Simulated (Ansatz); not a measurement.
# MgO (Fm-3m) in Ansatz: notebook

Aim: see how the results for MgO move with the level of theory and the settings. Levels: PBEsol, revPBE, PBE. Tasks: band structure, elastic constants.

Program: Ansatz 0.2.0. These are calculated values, not measurements. Logs are shortened: lines on timing, memory, paths and dates and some standing lists are left out, and cuts for length are marked.

**The experiment to reproduce.**

From “Electronic structure of alkaline earth and post-transition metal oxides”, 2009, arxiv:0908.1581, for a bulk crystal of MgO: band gap 7.83 eV.

The results are compared with them further down.

### Step 1. The crystal as given

The structure is cubic, space group Fm-3m (No. 225). Conventional cell: a = 4.194 Å, b = 4.194 Å, c = 4.194 Å, α = 90.00°, β = 90.00°, γ = 90.00°. Around Mg (site symmetry m-3m) lie 6 O at 2.10 Å. O (site symmetry m-3m) has 6 Mg at 2.10 Å as nearest neighbours.

The cell is a database's computed one.

### Step 2. Band structure, PBEsol

input.yaml reads:

```yaml
crystal:
  lattice:
    - [0.0, 2.0970013927, 2.0970013927]
    - [2.0970013927, 0.0, 2.0970013927]
    - [2.0970013927, 2.0970013927, 0.0]
  atoms:
    - { symbol: Mg, position: [0.0, 0.0, 0.0] }
    - { symbol: O, position: [0.5, 0.5, 0.5] }
kpoints:
  mp_grid: { grid: [11, 11, 11] }
  band_path:
    path:
      - [0.0, 0.0, 0.0]
      - [0.5, 0.0, 0.5]
      - [0.5, 0.25, 0.75]
      - [0.375, 0.375, 0.75]
      - [0.0, 0.0, 0.0]
      - [0.5, 0.5, 0.5]
      - [0.625, 0.25, 0.625]
      - [0.5, 0.25, 0.75]
    npoints: 6
scf:
  occupations: { method: fermi_dirac, width: 0.05 }
hamiltonian:
  xc: pbesol
  pseudopotentials: { kind: all_electron, lapw: { basis_error: 0.001 } }
output:
  forces: true
  stress: true
  eigenvalues: true
```

Potentials or basis: all-electron LAPW, scalar-relativistic.

Command:

```console
$ ansatz run input.yaml --threads 1 --pin off --max-ram 3072MiB --backend cpu --events-out ev --progress --plain --runs-dir out
```

The program printed:

```text
Warning: RAYON_NUM_THREADS=1 ignored (pool sized by the plan → 1); use --threads N
LAPW: plane waves up to 9.104 Å⁻¹, error target 1.0e-3 eV per atom; small_component_spin mean_spin; O in spheres of 1.030 Å, 8 of its electrons in bands, Dirac shells []; Mg in spheres of 1.067 Å, 10 of its electrons in bands, Dirac shells [] (how accurate: hamiltonian.pseudopotentials.lapw.basis_error, Limitations)
Engine: ansatz 0.2.0, aarch64-unknown-linux-gnu
Pseudopotentials: kind: all_electron
Pseudopotential: Mg, LAPW, valence charge 10, lapw/all_electron/scalar/gaussian/Mg, Koelling and Harmon's equation, gaussian nucleus
Pseudopotential: O, LAPW, valence charge 8, lapw/all_electron/scalar/gaussian/O, Koelling and Harmon's equation, gaussian nucleus
Functional definition: PBEsol
  exchange = pbesol_x
  correlation = pbesol_c
Crystal: 2 atoms, lattice volume = 18.443 Å³
Basis set: ecut = 315.7651663859302 eV, 259 PW (Γ), exchange–correlation at level 2
Bands: 13, of which v1, the nominal top of the filled ones, is band 9 counted from 1 (8 counted from 0)
Symmetry: 48 space group operations
Space group: Fm-3m (ITA 225), of the structure as read, at distance tolerance 2.6e-5 Å
k-points: 56 of 1331
Non-local potential: Mg, projectors of the file, none
Non-local potential: O, projectors of the file, none
Initial density: superposition of atomic densities (chi_scale 0.1, normalization cell, long waves kept (reshape's long-wave potential 0.00 eV rms))
Initial wavefunctions: plane waves of lowest kinetic energy (no species holds an atomic orbital)
Functional: x = pbesol(κ = 0.804, μ = 0.12345679012345678), c = pbesol(β = 0.046)
iter 1 solved again at ethr=1.18e-2 eV; its pass at ethr=1.00e-1 eV (dr2=2.12e0 eV) is discarded
SCF iter   1: F=—  HF=-7485.857905 eV  |F-HF|=—  |Δ(HF+E_count)|=         —  Δρ=1.04e-1  dr2=2.12e0  ethr=1.18e-2  ⟨swp⟩=2.0  Hψ=4790  notcnv=0
preconditioner: auto → none  [insulator: Δε(μ)=6.634 eV  Ē_g=20.252 eV  σ=0.050 eV  W_gap=1.00  n_scr=8 (ndim 8)  ℏωp=24.5 eV  f_vac=0.000  D(μ)=0.00/eV (n_scr^D=0)  ε∞_Penn≈2.5]
iter 2 solved again at ethr=1.95e-4 eV; its pass at ethr=1.18e-2 eV (dr2=3.50e-2 eV) is discarded
SCF iter   2: F=—  HF=-7484.693859 eV  |F-HF|=—  |Δ(HF+E_count)|=    1.16e0  Δρ=1.94e-2  dr2=3.50e-2  ethr=1.95e-4  ⟨swp⟩=2.1  Hψ=3864  notcnv=0
SCF iter   3: F=—  HF=-7484.419569 eV  |F-HF|=—  |Δ(HF+E_count)|=   2.74e-1  Δρ=1.54e-2  dr2=4.72e-2  ethr=1.94e-4  ⟨swp⟩=3.0  Hψ=2365  notcnv=0
SCF iter   4: F=—  HF=-7484.412931 eV  |F-HF|=—  |Δ(HF+E_count)|=         —  Δρ=4.56e-4  dr2=1.09e-5  ethr=1.94e-4  ⟨swp⟩=2.0  Hψ=2184  notcnv=0
the basis was enlarged: its passes take 208.9 KiB over the memory plan, 1 of 1 planned eigensolver slots
SCF iter   5: F=—  HF=-7484.412953 eV  |F-HF|=—  |Δ(HF+E_count)|=   2.22e-5  Δρ=1.23e-4  dr2=1.99e-6  ethr=6.05e-8  ⟨swp⟩=3.0  Hψ=2128  notcnv=0
SCF iter   6: F=—  HF=-7484.412957 eV  |F-HF|=—  |Δ(HF+E_count)|=   3.60e-6  Δρ=1.50e-5  dr2=3.57e-8  ethr=1.11e-8  ⟨swp⟩=2.0  Hψ=1960  notcnv=0
SCF iter   7: F=-7484.412957 eV  HF=-7484.412957 eV  |F-HF|=3.60e-10  |Δ(HF+E_count)|=   2.19e-7  Δρ=2.59e-6  dr2=1.06e-9  ethr=1.98e-10  ⟨swp⟩=2.1  Hψ=1963  notcnv=0
SCF 1 converged in 7 iterations: F = -7484.412957 eV  dr2 = 1.06e-9
NSCF: frozen V_eff on 43 k-points
SCF converged after 7 iterations
Free energy (F): -7484.412957 eV
Harris-Foulkes:  -7484.412957 eV  (|F-HF|=3.60e-10)
Internal energy: -7484.412957 eV  (E = F + TS)
E sigma→0 (E₀):  -7484.412957 eV
Fermi energy:    10.329205 eV
--- Per-component energies (eV) ---
  E_band       = -1281.290130
  E_kinetic    = 7486.513131
  E_xc         = -664.912062
  E_electrostatic = -14306.014026  (all electrons and nuclei)
  E_smearing   = -0.000000  (= −TS)
  E_closure    = 0.000000  (closes the sum)
  E_atoms      = -7471.950774  (free atoms, spherical and without spin; not in F)
  Σ components = -7484.412957   (vs F -7484.412957, Δ=0.00e0)
  Basis errors (estimates in eV, not in F): energy 3.4e-4 per atom: plane waves 3.1e-4 (1.7e-4 summed), levels above the bands 9.7e-131, relativity 5.2e-8, radial functions 3.8e-5, core shells 4.4e-12; eigenvalues (radial functions only) 1.7e-5; not estimated: angular momenta, meshes, grids; target (lapw.basis_error) 1.0e-3; muffin-tin radii O 1.030 Å, Mg 1.067 Å
--- Forces (eV/Å), atoms counted from 1 ---
  atom   1  Mg    -0.00000000     0.00000000     0.00000000
  atom   2  O      0.00000000    -0.00000000    -0.00000000
  max |Σ_I F_I| component: 1.67e-30 eV/Å
--- Stress (GPa, compression-positive) ---
        2.409880       0.000000       0.000000
        0.000000       2.409880      -0.000000
        0.000000      -0.000000       2.409880
  P = ⅓ Tr σ = 2.4099 GPa (24.099 kbar)
--- Band table (eV; the first three rows and the last of 56) ---
  k-point 0: bands = ["-493.4786", "-63.9568", "-30.8768", "-30.8768", "-30.8768", "-9.3702", "7.8885", "7.8885", "7.8885", "12.6495", "23.6020", "23.6020", "23.6020"]
  k-point 1: bands = ["-493.4786", "-63.9560", "-30.8844", "-30.8776", "-30.8776", "-9.2761", "7.3268", "7.8303", "7.8303", "13.1850", "22.4943", "23.8072", "23.8072"]
  k-point 2: bands = ["-493.4786", "-63.9540", "-30.9045", "-30.8796", "-30.8796", "-9.0132", "6.1338", "7.6786", "7.6786", "14.2586", "21.0493", "24.2675", "24.2675"]
  k-point 55: bands = ["-493.4786", "-63.9441", "-30.9346", "-30.9310", "-30.9075", "-7.7054", "4.7161", "4.9303", "6.2181", "19.0546", "19.7521", "20.1340", "23.7381"]
```

Run time: 7.2 s. Hardware: 1 thread of Arm Neoverse V1, shared host; peak memory 0.27 GiB.

Results:

* Free energy: -7484.4130 eV
* Pressure: 2.4 GPa
* Band gap on the k mesh: 4.76 eV, direct
* Band gap along the path: 4.76 eV, direct

Levels at the corners of the path, in eV from the valence-band top:
| point | band 6 | band 7 | band 8 | band 9 | band 10 | band 11 | band 12 | band 13 |
| --- | --- | --- | --- | --- | --- | --- | --- | --- |
| Γ | -17.26 | 0.00 | 0.00 | 0.00 | 4.76 | 15.71 | 15.71 | 15.71 |
| X | -15.65 | -4.17 | -1.38 | -1.38 | 8.95 | 10.02 | 13.10 | 19.04 |
| W | -15.58 | -3.02 | -3.02 | -1.82 | 11.59 | 11.59 | 12.24 | 15.56 |
| K | -15.62 | -3.57 | -2.78 | -1.17 | 9.99 | 11.83 | 12.51 | 18.17 |
| Γ | -17.26 | 0.00 | 0.00 | 0.00 | 4.76 | 15.71 | 15.71 | 15.71 |
| L | -15.88 | -4.73 | -0.68 | -0.68 | 7.83 | 12.65 | 16.31 | 16.31 |
| U | -15.62 | -3.57 | -2.78 | -1.17 | 9.99 | 11.83 | 12.51 | 18.17 |
| W | -15.58 | -3.02 | -3.02 | -1.82 | 11.59 | 11.59 | 12.24 | 15.56 |

### Step 3. Band structure, revPBE

input.yaml, as its differences from that of step 2:

```diff
@@ -20,3 +20,3 @@
       - [0.5, 0.25, 0.75]
-    npoints: 6
+    npoints: 8
 scf:
@@ -24,3 +24,3 @@
 hamiltonian:
-  xc: pbesol
+  xc: revpbe
   pseudopotentials: { kind: all_electron, lapw: { basis_error: 0.001 } }
```

Potentials or basis: all-electron LAPW, scalar-relativistic.

Command:

```console
$ ansatz run input.yaml --threads 1 --pin off --max-ram 3072MiB --backend cpu --events-out ev --progress --plain --runs-dir out
```

The program printed:

```text
Warning: RAYON_NUM_THREADS=1 ignored (pool sized by the plan → 1); use --threads N
LAPW: plane waves up to 9.111 Å⁻¹, error target 1.0e-3 eV per atom; small_component_spin mean_spin; O in spheres of 1.029 Å, 8 of its electrons in bands, Dirac shells []; Mg in spheres of 1.068 Å, 10 of its electrons in bands, Dirac shells [] (how accurate: hamiltonian.pseudopotentials.lapw.basis_error, Limitations)
[... 4 set-up lines as earlier in the session ...]
Functional definition: revPBE
  parameter kappa = 1.245
  parameter beta = 0.06672455060314922
  exchange = pbe_x(kappa = kappa, mu = beta*pi^2/3)
  correlation = pbe_c(beta = beta)
Crystal: 2 atoms, lattice volume = 18.443 Å³
Basis set: ecut = 316.29231703293556 eV, 259 PW (Γ), exchange–correlation at level 2
Bands: 13, of which v1, the nominal top of the filled ones, is band 9 counted from 1 (8 counted from 0)
[... 2 set-up lines as earlier in the session ...]
k-points: 56 of 1331
[... 2 set-up lines as earlier in the session ...]
[... 12 lines left out ...]
SCF iter   6: F=—  HF=-7505.836366 eV  |F-HF|=—  |Δ(HF+E_count)|=   1.06e-5  Δρ=5.16e-5  dr2=4.78e-7  ethr=4.28e-8  ⟨swp⟩=2.9  Hψ=2041  notcnv=0
SCF iter   7: F=-7505.836366 eV  HF=-7505.836366 eV  |F-HF|=5.00e-10  |Δ(HF+E_count)|=   6.32e-8  Δρ=6.14e-6  dr2=6.21e-9  ethr=2.65e-9  ⟨swp⟩=2.7  Hψ=2008  notcnv=0
SCF 1 converged in 7 iterations: F = -7505.836366 eV  dr2 = 6.21e-9
NSCF: frozen V_eff on 57 k-points
SCF converged after 7 iterations
Free energy (F): -7505.836366 eV
Harris-Foulkes:  -7505.836366 eV  (|F-HF|=5.00e-10)
Internal energy: -7505.836366 eV  (E = F + TS)
E sigma→0 (E₀):  -7505.836366 eV
Fermi energy:    10.663887 eV
--- Per-component energies (eV) ---
  E_band       = -1283.938866
  E_kinetic    = 7513.224076
  E_xc         = -687.823396
  E_electrostatic = -14331.237046  (all electrons and nuclei)
  E_smearing   = -0.000000  (= −TS)
  E_closure    = 0.000000  (closes the sum)
  E_atoms      = -7494.587883  (free atoms, spherical and without spin; not in F)
  Σ components = -7505.836366   (vs F -7505.836366, Δ=0.00e0)
  Basis errors (estimates in eV, not in F): energy 3.5e-4 per atom: plane waves 3.2e-4 (1.7e-4 summed), levels above the bands 1.7e-132, relativity 1.2e-8, radial functions 3.5e-5, core shells 4.1e-12; eigenvalues (radial functions only) 1.7e-5; not estimated: angular momenta, meshes, grids; target (lapw.basis_error) 1.0e-3; muffin-tin radii O 1.029 Å, Mg 1.068 Å
--- Forces (eV/Å), atoms counted from 1 ---
  atom   1  Mg    -0.00000000     0.00000000    -0.00000000
  atom   2  O      0.00000000    -0.00000000     0.00000000
  max |Σ_I F_I| component: 1.96e-30 eV/Å
--- Stress (GPa, compression-positive) ---
       10.799541      -0.000000       0.000000
       -0.000000      10.799541      -0.000000
        0.000000      -0.000000      10.799541
  P = ⅓ Tr σ = 10.7995 GPa (107.995 kbar)
--- Band table (eV; the first three rows and the last of 56) ---
  k-point 0: bands = ["-495.3307", "-64.3069", "-30.8965", "-30.8965", "-30.8965", "-9.2419", "8.1276", "8.1276", "8.1276", "13.0784", "24.1170", "24.1170", "24.1170"]
  k-point 1: bands = ["-495.3307", "-64.3062", "-30.9037", "-30.8972", "-30.8972", "-9.1508", "7.5828", "8.0706", "8.0706", "13.6048", "23.0113", "24.3222", "24.3222"]
  k-point 2: bands = ["-495.3307", "-64.3043", "-30.9229", "-30.8991", "-30.8991", "-8.8962", "6.4152", "7.9220", "7.9220", "14.6774", "21.5601", "24.7837", "24.7837"]
  k-point 55: bands = ["-495.3307", "-64.2950", "-30.9515", "-30.9482", "-30.9258", "-7.6380", "5.0252", "5.2364", "6.4961", "19.5340", "20.2256", "20.6424", "24.2521"]
```

bands.tsv:

```text
# k_distance	band_0	band_1	band_2	band_3	band_4	band_5	band_6	band_7	band_8	band_9	band_10	band_11	band_12
# fermi_ev = 10.663887
# lock_threshold_ev = 1e-6
[... 14 lines left out ...]
0.561801	-505.994609	-74.967088	-41.585922	-41.569507	-41.569507	-19.433670	-4.394433	-3.009763	-3.009763	4.676638	9.894082	14.563537	14.563537
0.749068	-505.994609	-74.964793	-41.600743	-41.575186	-41.575186	-19.137299	-5.168907	-3.274394	-3.274394	5.764825	8.758522	13.279023	15.204477
0.936335	-505.994609	-74.962501	-41.614803	-41.580880	-41.580880	-18.838920	-5.803595	-3.520839	-3.520839	6.740872	7.861461	11.974969	15.822194
[... 49 lines left out ...]
7.044190	-505.994609	-74.958809	-41.615071	-41.610987	-41.591951	-18.292655	-5.614802	-5.379238	-4.288141	9.072308	9.476942	9.947859	13.368177
7.110399	-505.994609	-74.958796	-41.612914	-41.612914	-41.592300	-18.290773	-5.493464	-5.493464	-4.309041	9.287783	9.287783	9.975256	13.298731
```

Run time: 7.8 s. Hardware: 1 thread of Arm Neoverse V1, shared host; peak memory 0.27 GiB.

Results:

```
Free energy             : -7505.8364 eV
Pressure                : 10.8 GPa
Band gap on the k mesh  : 4.95 eV, direct
Band gap along the path : 4.95 eV, direct
```

Levels at the corners of the path, in eV from the valence-band top:
```
point  band 5  band 6  band 7  band 8  band 9  band 10  band 11  band 12  band 13
    Γ  -39.02  -17.37    0.00    0.00    0.00     4.95    15.99    15.99    15.99
    X  -39.05  -15.82   -4.08   -1.35   -1.35     9.23    10.30    13.33    19.34
    W  -39.06  -15.75   -2.96   -2.96   -1.77    11.82    11.82    12.51    15.83
    K  -39.05  -15.79   -3.50   -2.71   -1.15    10.26    12.09    12.74    18.48
    Γ  -39.02  -17.37    0.00    0.00    0.00     4.95    15.99    15.99    15.99
    L  -39.03  -16.04   -4.63   -0.66   -0.66     8.07    12.87    16.60    16.60
    U  -39.05  -15.79   -3.50   -2.71   -1.15    10.26    12.09    12.74    18.48
    W  -39.06  -15.75   -2.96   -2.96   -1.77    11.82    11.82    12.51    15.83
```

(Continued in part 2 of 2.)
